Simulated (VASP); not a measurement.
A run of VASP 6.6.1 is set up as follows.

Contents of INCAR:

```
  PREC = Accurate
  ENCUT = 520
  EDIFF = 1E-6
  ISMEAR = -1
  SIGMA = 0.02
  LREAL = Auto
  LASPH = True
  NELM = 100
  ALGO = Fast
  ISIF = 2
  LWAVE = False
  LCHARG = True
  GGA = CA
  LELF = True
  LVHAR = True
  NBANDS = 44
```

The input KPOINTS:

```
regular mesh
0
Gamma
  1 1 1
```

POSCAR

```
H13ClO6
1.0
    6.6965600000      0.0000000000      0.0000000000
    0.0000000000      6.6965600000      0.0000000000
    0.0000000000      0.0000000000      6.6965600000
O H Cl
6 13 1
Direct
    0.4535910975      0.9455750415      0.8598892566
    0.2932550444      0.2181418519      0.6629224557
    0.6258287837      0.8831101342      0.5256131506
    0.9897469746      0.1076074880      0.4111663302
    0.5784014479      0.1060843179      0.2236820099
    0.4279212013      0.4307734120      0.3109058980
    0.3674423883      1.0845120480      0.7615551865
    0.5577191872      0.9169484034      0.7391406931
    0.2954203352      0.3361427360      0.7430531497
    0.1720883558      0.1936815320      0.5824333688
    0.6163313701      0.9904040283      0.3957404996
    0.6265903688      0.7384836394      0.4973001063
    0.9058232884     -0.0073619888      0.4262337678
    0.9329416895      0.1797042063      0.2991983944
    0.5076935023      0.2252499791      0.2775902852
    0.5121584814      0.0633011576      0.0965869043
    0.3102040451      0.4495293106      0.2066284779
    0.3543759781      0.4082693204      0.4331776315
    0.3817781070      0.8277085548     -0.1010668164
    0.2067778083      0.5588242321     -0.0531616233
```

Potentials or basis: VASP PAW LDA potentials, release 64 (O, H, Cl).

Run with:

```sh
$ cat potpaw_LDA.64/O/POTCAR potpaw_LDA.64/H/POTCAR potpaw_LDA.64/Cl/POTCAR > POTCAR
$ mpirun -np 1 vasp_gam > vasp.out
```

(1) Estimate the largest force.

(2) Estimate the pressure.

## Answers

(1) 3.536 eV/Å.

(2) -0.8 GPa.
